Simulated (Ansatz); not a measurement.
**BN (P6_3mc), an elastic constant from a strain scan**

These are results of DFT PBE, scalar-relativistic, plane waves, PAW in Ansatz 0.2.0, not measurements. The runs took a 420 eV cutoff, a Γ-centred 12×12×6 mesh and Gaussian smearing (0.05 eV). No spin polarisation. Energies are free energies at this smearing, counted from the undisturbed cell; pressure is positive in compression.

The starting cell (relaxed at this level; this wurtzite form isn't the usual structure):

```
B N
1.0
     2.55458    0.00000    0.00000
    -1.27729    2.21233    0.00000
     0.00000    0.00000    4.22451
B N
2 2
Cartesian
  1.2773 0.7374 4.2237
  0.0000 1.4749 2.1114
  1.2773 0.7374 2.6411
  0.0000 1.4749 0.5289
```

The cell is strained by ε times the Voigt pattern (0, 0, 0, 0, 1, 0) (xx, yy, zz, yz, xz, xy; engineering shear) with fractional coordinates fixed. The cell holds 4 atoms in V0 = 23.88 Å³. The stress column is τ = (1/V0) dE/dε, got from the stress tensor σ (compression positive) at each point as −det(1 + εP) σ : P(1 + εP)⁻¹, with P the pattern as a tensor.

```csv
ε,ΔE (meV/atom),τ (GPa)
-0.0525,17.077,-17.467
-0.0450,12.558,-14.972
-0.0375,8.717,-12.478
-0.0300,5.572,-9.983
-0.0225,3.131,-7.487
-0.0150,1.392,-4.993
-0.0075,0.340,-2.497
0.0000,0.000,0.000
0.0075,0.340,2.497
0.0150,1.392,4.993
0.0225,3.131,7.487
0.0300,5.572,9.983
0.0375,8.717,12.478
0.0450,12.558,14.972
0.0525,17.077,17.467
0.0600,?,?
```

Question: Which combination of elastic constants does this scan measure, and how large is it?

Answer: For small ε, τ = τ0 + Kε with K = pᵀCp, which for this pattern is C55 in the Cartesian frame shown. The parabola through τ at ε = -0.0075, 0 and 0.0075 has slope K = 333 GPa at zero. The energies per cell, E = NΔE, of the same two points give K = 2[E(ε₊)/ε₊ − E(ε₋)/ε₋]/[(ε₊ − ε₋)V0] = 325 GPa, in agreement. These are clamped-ion values.

Question: Predict the withheld row at ε = 0.0600 from the harmonic law, and compare.

Answer: ΔE = V0(τ0 ε + Kε²/2)/N = 22.324 meV/atom and τ = 19.97 GPa. The calculation gives 22.301 meV/atom and 19.96 GPa, a miss of 0.1 % of the harmonic energy, so the harmonic law still holds here.

Forces appear on the atoms along this scan, and letting them relax would lower the energy and soften the response.